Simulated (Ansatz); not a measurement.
# ZnO: all-electron results

```
Zn O
1.0
     0.00000    2.14000    2.14000
     2.14000    0.00000    2.14000
     2.14000    2.14000    0.00000
Zn O
1 1
Direct
  0.00000 0.00000 0.00000
  0.50000 0.50000 0.50000
```

Atoms are numbered in the order listed.

The cell comes from COD entry 1534836, which wasn't checked; take it as a given geometry.

Methods: DFT, PBE, all-electron LAPW, scalar-relativistic (Ansatz 0.2.0); DFT, PBE, PAW with Ansatz's default frozen-core files, scalar-relativistic (Ansatz 0.2.0).

For LAPW: a Γ-centred 10×10×10 k mesh, Fermi–Dirac smearing of 0.03 eV, basis error target 1 meV/atom, no spin polarisation. PAW takes a cutoff of 420 eV at this cell. The Ansatz runs share mesh, smearing and spin set-up. Values come from LAPW unless marked.

| Property | Result |
| --- | --- |
| Smallest direct gap on the path | 2.28 eV |
| Band gap | 0.92 eV, indirect from L (0.5, 0.5, 0.5) to Γ |
| Volume per atom | 9.80 Å³ |

(1) Give the computed value. Bader charges (from the PAW run).

(2) Predict this quantity. Löwdin charges (with 0.17 e of the cell spilling out of the atomic basis, so their sizes and signs hang on that basis).

(3) Predict this quantity. Pressure at this cell.

## Answers

(1) Zn1 +1.27, O2 -1.27 e.

(2) Zn1 1.39, O2 -1.22 e.

(3) 6.10 GPa.
